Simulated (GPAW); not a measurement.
Wanted: an ASE script for a GPAW 26.7.0 run.

| Property | Result |
| --- | --- |
| Task | single point |
| Functional | PBE |
| Potentials or basis | GPAW PAW data sets (gpaw-data 1.2.1) |
| Cutoff | 600 eV |
| Basis | pw |
| k mesh | 7 × 7 × 7 |
| Occupations | fermi-dirac, width 0.05 eV |
| Spin | no spin polarisation |
| Maxiter | 150 |

The system is Ba.

```xyz
1
Lattice="4.3116 0.0000 0.0000 -2.1558 3.7340 0.0000 0.0000 0.0000 3.9134" Properties=species:S:1:pos:R:3 pbc="T T T"
Ba    0.0000    0.0000    0.0000
```

This isn't the form of Ba at room conditions, which is bcc.

The input as run:

run.py

```python
from ase import Atoms
from ase.dft.bandgap import bandgap
from ase.io import write
from ase.units import GPa
from gpaw import GPAW, PW

atoms = Atoms(['Ba'],
              cell=[[4.3116136979, 0.0, 0.0],
                    [-2.155806849, 3.7339669937, 0.0],
                    [0.0, 0.0, 3.9134133]],
              scaled_positions=[[0.0, 0.0, 0.0]],
              pbc=True)

calc = GPAW(mode=PW(600),
            xc='PBE',
            kpts={'size': (7, 7, 7), 'gamma': True},
            occupations={'name': 'fermi-dirac', 'width': 0.05},
            nbands=12,
            convergence={'density': 1e-05, 'energy': 1e-05},
            maxiter=150,
            txt='gpaw.txt')
atoms.calc = calc
energy = atoms.get_potential_energy()
forces = atoms.get_forces()
stress = atoms.get_stress()
calc.write('gs.gpw')
write('result.traj', atoms)
print(f'Energy: {energy:.6f} eV')
print('Forces (eV/A):')
print(forces.round(4))
print('Stress (GPa):', (stress / GPa).round(3))
print('Fermi level:', round(calc.get_fermi_level(), 4), 'eV')
print(f'Gap: {bandgap(calc)[0]:.4f} eV, direct: {bandgap(calc, direct=True)[0]:.4f} eV')
```

Potentials or basis: GPAW PAW data sets (gpaw-data 1.2.1), pw.

Run with:

```sh
$ OMP_NUM_THREADS=1 python run.py
```

Results of the run:

```json
{
  "Pressure": "-0.1 GPa",
  "Band gap on the k mesh": "none (metal or under the smearing width)"
}
```

Wall time 15 s on 1 thread of Arm Neoverse V1, with other jobs on the host, peak memory 0.16 GiB.
